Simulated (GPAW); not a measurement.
# TiO (Pm-3m) in GPAW: a series of runs, part 2 of 2

GPAW 26.7.0.

### Step 3. Relaxation of cell and atoms, PBEsol, target pressure 30 GPa, at which the enthalpy is minimised

File run.py:

```python
from ase import Atoms
from ase.filters import FrechetCellFilter
from ase.io import write
from ase.optimize import BFGS
from ase.units import GPa
from gpaw import GPAW, PW, setup_paths

setup_paths.insert(0, '.')

atoms = Atoms(['Ti', 'Ti', 'Ti', 'O', 'O', 'O'],
              cell=[[4.086668, 0.0, 0.0],
                    [0.0, 4.086668, 0.0],
                    [0.0, 0.0, 4.086668]],
              scaled_positions=[[0.5, 0.0, 0.5],
                                [0.0, 0.5, 0.5],
                                [0.5, 0.5, 0.0],
                                [0.0, 0.0, 0.5],
                                [0.5, 0.0, 0.0],
                                [0.0, 0.5, 0.0]],
              pbc=True)

calc = GPAW(mode=PW(800),
            xc='PBEsol',
            kpts={'size': (5, 5, 5), 'gamma': True},
            occupations={'name': 'fermi-dirac', 'width': 0.05},
            nbands=49,
            convergence={'density': 1e-05, 'forces': 0.0001},
            maxiter=150,
            txt='gpaw.txt')
atoms.calc = calc
opt = BFGS(FrechetCellFilter(atoms, scalar_pressure=30 * GPa), trajectory='relax.traj', logfile='-')
done = opt.run(fmax=0.02, steps=60)
calc.write('gs.gpw')
write('result.traj', atoms)
print('Converged:', done)
print('Cell:', atoms.cell.cellpar().round(4))
print('Volume:', round(atoms.get_volume(), 4))
print(atoms.get_scaled_positions().round(5))
```

Potentials or basis: PAW data sets generated in the run's folder for this functional, pw.

Launch:

```console
$ gpaw-setup -f PBEsol O Ti
$ OMP_NUM_THREADS=1 python run.py
```

gpaw.txt:

```text
__  _  _
 | _ |_)|_||  |
 |__||  | ||/\| - 26.7.0

Input parameters:
  mode=PW(ecut=800.0),
  convergence={'density': 1e-05, 'forces': 0.0001},
  kpts=MonkhorstPack(size=(5, 5, 5), gamma=True),
  maxiter=150,
  nbands=49,
  occupations=Occupations(name='fermi-dirac', width=0.05),
  xc=XC(name='PBEsol')

Diagonalizing LCAO Hamiltonian
Converting LCAO to pw mode
    .---------.
   /|         |
  / |         |
 *  |         |
 | Ti         |
 |  .---------.
 O O  Tii    /
 |/         /
[... 1131 lines left out ...]
| 0.00000 |  0.00000 | -0.00000 |  # O    4
| 0.00000 |  0.00000 |  0.00000 |  # O    5
[... 8 lines left out ...]
Atoms  # Å, Bohr magnetons
|   | symbol |         x |         y |         z |    initial magnetic moments |
|---|--------|-----------|-----------|-----------|-----------------------------|
| 0 |     Ti |  1.950490 |  0.000000 |  1.950490 | ( 0.0000,  0.0000,  0.0000) |
| 1 |     Ti | -0.000000 |  1.950490 |  1.950490 | ( 0.0000,  0.0000,  0.0000) |
| 2 |     Ti |  1.950490 |  1.950490 | -0.000000 | ( 0.0000,  0.0000,  0.0000) |
| 3 |      O |  0.000000 | -0.000000 |  1.950490 | ( 0.0000,  0.0000,  0.0000) |
| 4 |      O |  1.950490 |  0.000000 |  0.000000 | ( 0.0000,  0.0000,  0.0000) |
| 5 |      O | -0.000000 |  1.950490 | -0.000000 | ( 0.0000,  0.0000,  0.0000) |

Unit cell  # Å
| periodic |         x |        y |         z |  lengths |    angles |
|----------|-----------|----------|-----------|----------|-----------|
|      yes |  3.900981 | 0.000000 |  0.000000 | 3.900981 | 90.000000 |
|      yes | -0.000000 | 3.900981 | -0.000000 | 3.900981 | 90.000000 |
|      yes |  0.000000 | 0.000000 |  3.900981 | 3.900981 | 90.000000 |

Number of symmetries: 48
Symmetry operations  # r_c * U_cc + t_c -> r_c
|    | kind |            matrix            |
|----|------|------------------------------|
|  0 |  E   |  1, 0, 0,  0, 1, 0,  0, 0, 1 |
|  1 |  σ   |  1, 0, 0,  0, 1, 0,  0, 0,-1 |
|  2 |  σ   |  1, 0, 0,  0, 0, 1,  0, 1, 0 |
|  3 |  C4  |  1, 0, 0,  0, 0, 1,  0,-1, 0 |
|  4 |  C4  |  1, 0, 0,  0, 0,-1,  0, 1, 0 |
|  5 |  σ   |  1, 0, 0,  0, 0,-1,  0,-1, 0 |
|  6 |  σ   |  1, 0, 0,  0,-1, 0,  0, 0, 1 |
|  7 |  C2  |  1, 0, 0,  0,-1, 0,  0, 0,-1 |
|  8 |  σ   |  0, 1, 0,  1, 0, 0,  0, 0, 1 |
[... 235 lines left out ...]
Forces  # eV/Ang
|        x |        y |        z |
|----------|----------|----------|
|  0.00000 |  0.00000 |  0.00000 |  # Ti   0
|  0.00000 | -0.00000 | -0.00000 |  # Ti   1
| -0.00000 | -0.00000 |  0.00000 |  # Ti   2
|  0.00000 | -0.00000 |  0.00000 |  # O    3
|  0.00000 |  0.00000 |  0.00000 |  # O    4
|  0.00000 |  0.00000 |  0.00000 |  # O    5

# Writing to gs.gpw (mode='')
```

stdout:

```text
Step          Energy          fmax
BFGS:    0      -40.378163        2.636802
BFGS:    1      -40.654987        2.322080
BFGS:    2      -41.484183        0.438101
BFGS:    3      -41.507028        0.054728
BFGS:    4      -41.508041        0.000953
Converged: True
Cell: [ 3.901  3.901  3.901 90.    90.    90.   ]
Volume: 59.3638
[[0.5 0.  0.5]
 [0.  0.5 0.5]
 [0.5 0.5 0. ]
 [0.  0.  0.5]
 [0.5 0.  0. ]
 [0.  0.5 0. ]]
```

Wall time 2.1 min (1 thread of Arm Neoverse V2, shared host); peak memory 0.24 GiB.

Results:

```yaml
Free_energy: -52.6236 eV
Relaxed_volume: 9.89 Å³/atom
Relaxed_cell: a = 3.901 Å, b = 3.901 Å, c = 3.901 Å, α = 90.00°, β = 90.00°, γ = 90.00°
Space_group_after_relaxing_to_0.05_Å: Pm-3m (No. 221)
Energy_change_on_relaxing_the_enthalpy_is_what_falls: +88.5 meV/atom
Ionic_steps: 5
Pressure_after_relaxing: 30.0 GPa
Band_gap_on_the_k_mesh: none (metal or under the smearing width)
```

The path:
```csv
step,energy change (eV),largest force (eV/Å),pressure (GPa),volume (Å³)
1,0.0000,0.0000,-7.14,68.25
2,-0.0389,0.0000,-3.33,66.98
3,0.3229,0.0000,23.05,60.60
4,0.5606,0.0000,30.89,59.21
5,0.5309,0.0000,29.98,59.36
```

Final structure:
```
Ti O
1.0
     3.90098    0.00000    0.00000
     0.00000    3.90098    0.00000
     0.00000    0.00000    3.90098
Ti O
3 3
Direct
  0.50000 0.00000 0.50000
  0.00000 0.50000 0.50000
  0.50000 0.50000 0.00000
  0.00000 0.00000 0.50000
  0.50000 0.00000 0.00000
  0.00000 0.50000 0.00000
```

Caveat: later steps reuse the first step's grids; semilocal functionals often make such compounds metallic where correlation or magnetic order opens a gap, which also shifts bond lengths.
